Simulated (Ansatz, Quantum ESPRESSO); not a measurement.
# TaN and the pressure, program beside program

The cell as given:

It takes space group Fm-3m (No. 225, cubic). Conventional cell: a = 4.423 Å, b = 4.423 Å, c = 4.423 Å, α = 90.00°, β = 90.00°, γ = 90.00°. Ta (site symmetry m-3m) is surrounded by 6 N at 2.21 Å. N (site symmetry m-3m) is surrounded by 6 Ta at 2.21 Å.

The cell comes from a database or a generator and needn't be the stable form of this composition.

Kept alike: task relaxation of cell and atoms; functional PBEsol; k mesh 10 × 10 × 10; occupations fermi-dirac, width 0.05 eV; no spin polarisation. The mesh is that of the run's cell of 2 atoms. No spin-orbit coupling.

- A: Ansatz, Ansatz PAW, made for PBE, cutoff 420 eV
- B: Quantum ESPRESSO, GBRV 1.5 PBEsol, cutoff 871 eV

| pressure (GPa) | A: volume (Å³/atom) | B: volume (Å³/atom) |
| --- | --- | --- |
| 0 | 10.469 | 10.471 |
| 2 | 10.412 | 10.413 |
| 5 | 10.328 | 10.330 |
| 10 | 10.196 | 10.199 |
| 20 | 9.958 | 9.960 |
| 30 | 9.745 | 9.748 |

Values on potentials made for another functional: all of A. Values hold for each row's relaxed cell, which stops near the pressure aimed at. Ansatz's stress holds its Pulay term. The runs follow the start's structure, whether or not it is the stable one at these pressures. For a metal such a mesh leaves the last digits unconverged.

Problem. How large is the effect of the pressure, and do the programs agree on it?

Solution. From 0 to 30 GPa the volume moves by -0.724 in A, -0.723 in B (Å³/atom). Row by row the programs differ by 0.001 to 0.003, and over this span the shifts, as printed, agree within 1 %.
